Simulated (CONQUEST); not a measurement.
The system is HfO2.

```
Hf O
1.0
     3.20542    0.00000    0.00000
     0.00000    4.81353    0.00000
     0.00000    0.00000    4.81353
Hf O
2 4
Direct
  0.50000 0.50000 0.50000
  0.00000 0.00000 0.00000
  0.50000 0.19496 0.19496
  0.00000 0.69496 0.30504
  0.00000 0.30504 0.69496
  0.50000 0.80504 0.80504
```

Measurements of this composition are mostly on another form, of space group No. 14.

* Program: CONQUEST 1.3
* Task: single point
* Functional: PBEsol
* Potentials or basis: PseudoDojo NC PBEsol, DZP, grid cutoff 150 Ha
* k mesh: 8 × 6 × 6
* Occupations: fermi-dirac, width 0.05 eV
* Spin: no spin polarisation

On this cell: pressure 3.0 GPa; largest force 0.012 eV/Å; band gap on the k mesh 3.71 eV, direct.

The same run follows on a disturbed copy (atoms moved at random, drawn with an rms of 0.05 Å):

```
Hf O
1.0
     3.20542    0.00000    0.00000
     0.00000    4.81353    0.00000
     0.00000    0.00000    4.81353
Hf O
2 4
Direct
  0.50886 0.49807 0.50935
  0.98664 0.99721 0.99606
  0.50994 0.19942 0.19506
  0.00169 0.69082 0.31250
  0.00825 0.30387 0.68716
  0.51215 0.80029 0.80776
```

Q: What changes?

A: The energy moves by +17.0 meV/atom; pressure 4.2 GPa; largest force 1.266 eV/Å; band gap on the k mesh 3.71 eV, direct.

Forces in eV/Å, atoms in the order of the input:
```
Hf  -0.128  0.022 -1.124
Hf   0.664  0.267  1.045
O   -0.195 -0.431 -0.455
O    0.253  0.629 -0.529
O   -0.033 -0.781  0.866
O   -0.521  0.255  0.216
```

Stress tensor (GPa, compression positive):
```
6.01 0.94 0.19
0.94 3.50 1.07
0.19 1.07 3.22
```

Caveats: spin-orbit coupling is left out, which moves the levels of the heavy elements; the basis of atomic orbitals isn't converged, which shifts pressures, moduli and gaps.

A k mesh can miss the band edges.
